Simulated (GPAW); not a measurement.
# CdSe (Cadmoselite) (P6_3mc) in GPAW: notebook

One crystal, CdSe (Cadmoselite), is run at these levels: PBE, LDA; tasks: single point.

Program: GPAW 26.7.0. These are calculated values, not measurements. Logs are shortened: lines on timing, memory, paths and dates and some standing lists are left out, and cuts for length are marked. The log counts tension as positive stress, the text compression.

**The experiment to reproduce.**

From a printed reference work, data compilation, for a bulk crystal of CdSe at 2 K: band gap 1.841 eV.

The results are compared with them further down.

## 1. Starting point

It takes space group P6_3mc (No. 186, hexagonal). The conventional cell has a = 4.300 Å, b = 4.300 Å, c = 7.020 Å, α = 90.00°, β = 90.00°, γ = 120.00°. Cd (site symmetry 3m) has 4 Se at 2.61 to 2.70 Å as nearest neighbours. Se (site symmetry 3m) has 4 Cd at 2.61 to 2.70 Å as nearest neighbours.

## 2. Single point, PBE

Contents of POSCAR:

```
CdSe
1.0
    4.3000000000      0.0000000000      0.0000000000
   -2.1500000000      3.7239092363      0.0000000000
    0.0000000000      0.0000000000      7.0200000000
Cd Se
2 2
Direct
    0.6666666667      0.3333333333      0.5000000000
    0.3333333333      0.6666666667      0.0000000000
    0.6666666667      0.3333333333      0.8850000000
    0.3333333333      0.6666666667      0.3850000000
```

Potentials or basis: GPAW PAW data sets (gpaw-data 1.2.1), pw.

Run with:

```console
$ OMP_NUM_THREADS=1 gpaw run POSCAR -p 'mode=PW(600),xc=PBE,kpts={size:(7,7,4),gamma:True},occupations={name:fermi-dirac,width:0.05},nbands=31,convergence={density:1e-05,energy:1e-05},maxiter=150,txt=gpaw.txt' --properties efs -w gs.gpw
```

The log of the run:

```text
__  _  _
 | _ |_)|_||  |
 |__||  | ||/\| - 26.7.0

Input parameters:
  mode=PW(ecut=600.0),
  convergence={'density': 1e-05, 'energy': 1e-05},
  kpts=MonkhorstPack(size=[7, 7, 4], gamma=True),
  maxiter=150,
  nbands=31,
  occupations=Occupations(name='fermi-dirac', width=0.05),
  xc=XC(name='PBE')

Diagonalizing LCAO Hamiltonian
Converting LCAO to pw mode

            Se

        Se  Cd

        Cd

Atoms  # Å, Bohr magnetons
|   | symbol |         x |        y |        z |    initial magnetic moments |
|---|--------|-----------|----------|----------|-----------------------------|
| 0 |     Cd |  2.150000 | 1.241303 | 3.510000 | ( 0.0000,  0.0000,  0.0000) |
| 1 |     Cd | -0.000000 | 2.482606 | 0.000000 | ( 0.0000,  0.0000,  0.0000) |
| 2 |     Se |  2.150000 | 1.241303 | 6.212700 | ( 0.0000,  0.0000,  0.0000) |
| 3 |     Se | -0.000000 | 2.482606 | 2.702700 | ( 0.0000,  0.0000,  0.0000) |

Unit cell  # Å
| periodic |         x |        y |        z |  lengths |     angles |
|----------|-----------|----------|----------|----------|------------|
|      yes |  4.300000 | 0.000000 | 0.000000 | 4.300000 |  90.000000 |
|      yes | -2.150000 | 3.723909 | 0.000000 | 4.300000 |  90.000000 |
|      yes |  0.000000 | 0.000000 | 7.020000 | 7.020000 | 120.000000 |

Number of symmetries: 6
Symmetry operations  # r_c * U_cc + t_c -> r_c
|   | kind |            matrix            |
|---|------|------------------------------|
| 0 |  σ   |  1, 1, 0,  0,-1, 0,  0, 0, 1 |
| 1 |  E   |  1, 0, 0,  0, 1, 0,  0, 0, 1 |
| 2 |  C3  |  0, 1, 0, -1,-1, 0,  0, 0, 1 |
| 3 |  σ   |  0,-1, 0, -1, 0, 0,  0, 0, 1 |
| 4 |  σ   | -1, 0, 0,  1, 1, 0,  0, 0, 1 |
| 5 |  C3  | -1,-1, 0,  1, 0, 0,  0, 0, 1 |

BZ-sampling:
  Number of BZ points: 196
  Number of IBZ points: 28

  Monkhorst-Pack size: [7, 7, 4]
  Monkhorst-Pack shift: [0.0, 0.0, 0.125]

K-points  # in reciprocal-cell coordinates
|     |                                coordinates |     weight |
|-----|--------------------------------------------|------------|
|   0 | (  0.00000000,   0.00000000,   0.00000000) | 0.00510204 |
|   1 | (  0.00000000,   0.00000000,   0.25000000) | 0.01020408 |
|   2 | (  0.00000000,   0.00000000,   0.50000000) | 0.00510204 |
|   3 | (  0.14285714,   0.00000000,  -0.25000000) | 0.03061224 |
|   4 | (  0.14285714,   0.00000000,   0.00000000) | 0.03061224 |
|   5 | (  0.14285714,   0.00000000,   0.25000000) | 0.03061224 |
|   6 | (  0.14285714,   0.00000000,   0.50000000) | 0.03061224 |
|   7 | (  0.28571429,  -0.14285714,   0.00000000) | 0.03061224 |
|   8 | (  0.28571429,  -0.14285714,   0.25000000) | 0.06122449 |
|   9 | (  0.28571429,  -0.14285714,   0.50000000) | 0.03061224 |
| ... |                                            |            |
|  27 | (  0.42857143,   0.42857143,   0.50000000) | 0.03061224 |

Plane wave coefficients: 3791
Cutoff: 600.0 eV

Spin-components: 1 (collinear spins)
Bands:           31
Projectors:      22
Spin-degeneracy: 2
Datatype:        complex128

Parallelization:
  kpt:    1
  domain: 1
  band:   1

Density:
  Valence electrons: 36.0
  Components: 1
  Grid points: [25 25 40]
  Charge: 0.0  # |e|

Potential:
  Grid points: [25 25 40]

species:
  Cd:
    name:    Cadmium
    Z:       48.0
    valence: 12
    core:    36
    charge:  0.0  # [|e|]
    compensation charges:
      type: gauss
      rc: 0.38  # [Å]
      lmax: 2
    cutoffs:
      filter: 2.12  # [Å]
      core: 2.62  # [Å]
    projectors
    | kind |    occ | energy [eV] | rcut [Å] |
    |------|--------|-------------|----------|
    |   5s |  2.000 |      -5.655 |    1.191 |
    |   5p |  0.000 |      -1.186 |    1.228 |
    |   4d | 10.000 |     -11.739 |    1.164 |
    |    s |        |      21.556 |    1.191 |
    |    p |        |      26.026 |    1.228 |
    |    d |        |      15.473 |    1.164 |

    Using partial waves for Cd as LCAO basis

  Se:
    name:    Selenium
    Z:       34.0
    valence: 6
    core:    28
    charge:  0.0  # [|e|]
    compensation charges:
      type: gauss
      rc: 0.27  # [Å]
      lmax: 2
    cutoffs:
      filter: 1.77  # [Å]
      core: 2.67  # [Å]
    projectors
    | kind |    occ | energy [eV] | rcut [Å] |
    |------|--------|-------------|----------|
    |   4s |  2.000 |     -17.277 |    0.847 |
    |   4p |  4.000 |      -6.512 |    1.005 |
    |    s |        |       9.935 |    0.847 |
    |    p |        |      20.699 |    1.005 |
    |    d |        |       0.000 |    0.847 |

    Using partial waves for Se as LCAO basis

Reference energy: -436553.300934  # eV

eigensolver:
  PPCG
  Converge bands: occupied
  niter=2

density mixing:
  MSR1-Mixer
  Pratt-step length: 0.05
  Maximum mixing coefficient: 0.75
  Old densities: 10
  SVD Regularization: 0.005
  Good broyden scale: 1.0
  Trust region scale: 1.0
  Backstep threshold: 4.0
  History deletion threshold: 6.0
  Fourier metric: weight=20.0, sigma=0.015

occupation numbers:
  Fermi-Dirac:
    width: 0.0500  # eV

poisson solver:
  ecut: 4800.0  # eV

xc functional:
  name: PBE with 2 nearest neighbor stencil

convergence criteria:
- Maximum integral of absolute [dens]ity change: 1e-05 electrons / valence electron
- Maximum [total energy] change in last 3 cyles: 1e-05 eV / valence electron
- Maximum integral of absolute [eigenst]ate change: 4e-08 eV^2 / valence electron
maximum number of iterations: 150

SCF iterations
|iter     | |      energy | eigst |  dens |
|---------|-|-------------|-------|-------|
|iter:   1| |  -12.014333 | -0.56 |       |
|iter:   2| |  -11.862597 | -2.49 | -1.17 |
|iter:   3| |  -11.317106 | -1.51 | -1.22 |
|iter:   4| |  -11.314880 | -3.30 | -1.79 |
|iter:   5| |  -11.314286 | -3.75 | -2.24 |
|iter:   6| |  -11.314356 | -5.16 | -2.94 |
|iter:   7| |  -11.314364c| -6.49 | -3.52 |
|iter:   8| |  -11.314364c| -7.37 | -4.42 |
|iter:   9| |  -11.314364c| -7.69c| -4.72 |
|iter:  10| |  -11.314364c| -8.07c| -5.21c|

Converged in 10 steps
Energy contributions relative to reference atoms: (reference = -436553.300934)

Energy contributions:
  Kinetic:          41.151794
  Coulomb:         -37.045129
  Zero:              0.100876
  External:          0.000000
  Xc:              -15.521896
  Entropy:          -0.000016
  Spinorbit:         0.000000
  ----------------------------
  Free energy:     -11.314372
  Extrapolated:    -11.314364

dipole moment: (0.000004, 0.000011, -18.328887)  # |e|*Ang

Fermi level: 4.010
Eigenvalues  # (at kpt = [0.000, 0.000, 0.000])
| band index |      eig [eV] | occ [0-2] |
|------------|---------------|-----------|
|          0 |        -8.968 |     2.000 |
|        ... |               |           |
|         10 |        -3.835 |     2.000 |
|         11 |        -3.553 |     2.000 |
|         12 |        -0.620 |     2.000 |
|         13 |         2.906 |     2.000 |
|         14 |         2.906 |     2.000 |
|         15 |         3.617 |     1.999 |
[... 8 lines left out ...]
|         24 |        10.604 |     0.000 |
|         25 |        11.330 |     0.000 |
|        ... |               |           |
|         30 |        14.636 |     0.000 |

Gap: 0.696 eV
Transition (v -> c):
  (s=0, k=0, n=17, [0.00, 0.00, 0.00]) -> (s=0, k=0, n=18, [0.00, 0.00, 0.00])
No difference between direct/indirect transitions

Forces  # eV/Ang
|        x |       y |        z |
|----------|---------|----------|
| -0.00000 | 0.00000 |  0.28092 |  # Cd   0
|  0.00000 | 0.00000 |  0.28137 |  # Cd   1
|  0.00000 | 0.00000 | -0.28102 |  # Se   2
|  0.00000 | 0.00000 | -0.28127 |  # Se   3

Stress tensor  # eV/Ang^3
|         x |         y |         z |
|-----------|-----------|-----------|
| -0.021586 | -0.000000 | -0.000000 |
| -0.000000 | -0.021586 |  0.000000 |
| -0.000000 |  0.000000 | -0.009121 |

# Writing to gs.gpw (mode='')
```

Wall time 46 s (1 thread of Arm Neoverse V2, shared host); peak memory 0.24 GiB.

What came out:

```
Free energy            : -11.3144 eV
Pressure               : 2.8 GPa
Largest force          : 0.281 eV/Å
Band gap on the k mesh : 0.70 eV, direct
```

Forces on the atoms (eV/Å):
```
Cd   0.000  0.000  0.281
Cd   0.000  0.000  0.281
Se   0.000  0.000 -0.281
Se   0.000  0.000 -0.281
```

## 3. Single point, LDA (volume scaled by 1.08)

Contents of run.py:

```python
from ase.dft.bandgap import bandgap
from ase.io import write
from ase.spacegroup import crystal
from ase.units import GPa
from gpaw import GPAW, PW

# Cd 2b
# Se 2b
atoms = crystal(['Cd', 'Se'],
                basis=[[0.6666666667, 0.3333333333, 0.5],
                       [0.6666666667, 0.3333333333, 0.885]],
                spacegroup=186, setting=1,  # P6_3mc
                cellpar=[4.41173794, 4.41173794, 7.20241869, 90.0, 90.0, 120.0],
                primitive_cell=True)

calc = GPAW(mode=PW(500),
            xc='LDA',
            kpts={'size': (6, 6, 3), 'gamma': True},
            occupations={'name': 'fermi-dirac', 'width': 0.05},
            nbands=31,
            convergence={'density': 1e-05, 'energy': 1e-05},
            maxiter=80,
            txt='gpaw.txt')
atoms.calc = calc
energy = atoms.get_potential_energy()
forces = atoms.get_forces()
stress = atoms.get_stress()
calc.write('gs.gpw')
write('result.traj', atoms)
print(f'Energy: {energy:.6f} eV')
print('Forces (eV/A):')
print(forces.round(4))
print('Stress (GPa):', (stress / GPa).round(3))
print('Fermi level:', round(calc.get_fermi_level(), 4), 'eV')
print(f'Gap: {bandgap(calc)[0]:.4f} eV, direct: {bandgap(calc, direct=True)[0]:.4f} eV')
```

Potentials or basis: the program's PAW data sets (release 1.2.1) made for this functional, pw.

Run with:

```console
$ OMP_NUM_THREADS=1 python run.py
```

gpaw.txt:

```text
__  _  _
 | _ |_)|_||  |
 |__||  | ||/\| - 26.7.0

Input parameters:
  mode=PW(ecut=500.0),
  convergence={'density': 1e-05, 'energy': 1e-05},
  kpts=MonkhorstPack(size=(6, 6, 3), gamma=True),
  maxiter=80,
  nbands=31,
  occupations=Occupations(name='fermi-dirac', width=0.05),
  xc=XC(name='LDA')

Diagonalizing LCAO Hamiltonian
Converting LCAO to pw mode

            Se

        Se  Cd

        Cd

Atoms  # Å, Bohr magnetons
|   | symbol |         x |        y |        z |    initial magnetic moments |
|---|--------|-----------|----------|----------|-----------------------------|
| 0 |     Cd |  2.205869 | 1.273559 | 3.601209 | ( 0.0000,  0.0000,  0.0000) |
| 1 |     Cd | -0.000000 | 2.547118 | 0.000000 | ( 0.0000,  0.0000,  0.0000) |
| 2 |     Se |  2.205869 | 1.273559 | 6.374141 | ( 0.0000,  0.0000,  0.0000) |
| 3 |     Se | -0.000000 | 2.547118 | 2.772931 | ( 0.0000,  0.0000,  0.0000) |

Unit cell  # Å
| periodic |         x |        y |        z |  lengths |     angles |
|----------|-----------|----------|----------|----------|------------|
|      yes |  4.411738 | 0.000000 | 0.000000 | 4.411738 |  90.000000 |
|      yes | -2.205869 | 3.820677 | 0.000000 | 4.411738 |  90.000000 |
|      yes |  0.000000 | 0.000000 | 7.202419 | 7.202419 | 120.000000 |

Number of symmetries: 6
Symmetry operations  # r_c * U_cc + t_c -> r_c
|   | kind |            matrix            |
|---|------|------------------------------|
| 0 |  σ   |  1, 1, 0,  0,-1, 0,  0, 0, 1 |
[... 129 lines left out ...]
- Maximum integral of absolute [eigenst]ate change: 4e-08 eV^2 / valence electron
maximum number of iterations: 80

SCF iterations
|iter     | |      energy | eigst |  dens |
|---------|-|-------------|-------|-------|
|iter:   1| |  -14.389807 | -0.68 |       |
|iter:   2| |  -14.234458 | -2.55 | -1.19 |
|iter:   3| |  -13.681489 | -1.55 | -1.24 |
|iter:   4| |  -13.671450 | -3.51 | -1.80 |
|iter:   5| |  -13.669226 | -3.80 | -2.28 |
|iter:   6| |  -13.669224 | -5.38 | -3.07 |
|iter:   7| |  -13.669225c| -6.69 | -3.57 |
|iter:   8| |  -13.669225c| -7.42c| -4.45 |
|iter:   9| |  -13.669225c| -7.89c| -4.88 |
|iter:  10| |  -13.669225c| -8.52c| -5.35c|

Converged in 10 steps
Energy contributions relative to reference atoms: (reference = -436106.280585)

Energy contributions:
  Kinetic:          21.203471
  Coulomb:         -20.280707
  Zero:              0.090285
  External:          0.000000
  Xc:              -14.681852
  Entropy:          -0.000845
  Spinorbit:         0.000000
  ----------------------------
  Free energy:     -13.669648
  Extrapolated:    -13.669225

dipole moment: (-0.000003, 0.000016, -19.214331)  # |e|*Ang

Fermi level: 2.701
Eigenvalues  # (at kpt = [0.000, 0.000, 0.000])
| band index |      eig [eV] | occ [0-2] |
|------------|---------------|-----------|
|          0 |        -9.739 |     2.000 |
|        ... |               |           |
|         10 |        -4.775 |     2.000 |
|         11 |        -4.553 |     2.000 |
|         12 |        -1.372 |     2.000 |
|         13 |         1.892 |     2.000 |
|         14 |         1.892 |     2.000 |
|         15 |         2.528 |     1.939 |
[... 8 lines left out ...]
|         24 |         9.296 |     0.000 |
|         25 |         9.700 |     0.000 |
|        ... |               |           |
|         30 |        13.116 |     0.000 |

Gap: 0.274 eV
Transition (v -> c):
  (s=0, k=0, n=17, [0.00, 0.00, 0.00]) -> (s=0, k=0, n=18, [0.00, 0.00, 0.00])
No difference between direct/indirect transitions

Forces  # eV/Ang
|       x |        y |        z |
|---------|----------|----------|
| 0.00000 |  0.00000 |  0.18357 |  # Cd   0
| 0.00000 | -0.00000 |  0.18374 |  # Cd   1
| 0.00000 |  0.00000 | -0.18359 |  # Se   2
| 0.00000 |  0.00000 | -0.18364 |  # Se   3

Stress tensor  # eV/Ang^3
|         x |         y |         z |
|-----------|-----------|-----------|
|  0.031734 | -0.000000 |  0.000000 |
| -0.000000 |  0.031734 | -0.000000 |
|  0.000000 | -0.000000 |  0.036478 |

# Writing to gs.gpw (mode='')
```

Run time: 39 s. Hardware: 1 thread of Arm Neoverse V1, shared host; peak memory 0.19 GiB.

What came out:

```
Free energy            : -13.6696 eV
Pressure               : -5.3 GPa
Largest force          : 0.184 eV/Å
Band gap on the k mesh : 0.27 eV, direct
```

Forces in eV/Å, atoms in the order of the input:
```
Cd   0.000  0.000  0.184
Cd   0.000  0.000  0.184
Se   0.000  0.000 -0.184
Se   0.000  0.000 -0.184
```

Levels at points of the mesh, in eV from the valence-band top:
| k point | band 15 | band 16 | band 17 | band 18 | band 19 | band 20 | band 21 | band 22 |
| --- | --- | --- | --- | --- | --- | --- | --- | --- |
| (0.00, 0.00, 0.00) | -0.64 | 0.00 | 0.00 | 0.00 | 0.27 | 1.81 | 5.72 | 5.72 |
| (0.50, 0.50, 0.00) | -2.29 | -1.65 | -1.08 | -0.74 | 2.88 | 3.11 | 4.66 | 5.69 |

Caveat: the cutoff is short for stress and forces, so pressures can be off by a GPa or more.

## 4. Comparison with measurements

Step 2. Measured gap of CdSe: 1.841 eV (2 K; a printed reference work, data compilation). This calculation gives 0.70 eV (-1.14 eV). So large a miss can be the level of theory's own, or it may mean another phase, state or a wrong row. Spin-orbit coupling on Cd, Se is left out. The value is that of PBE, without temperature or zero-point motion. Semilocal functionals fall short of measured gaps as a rule.
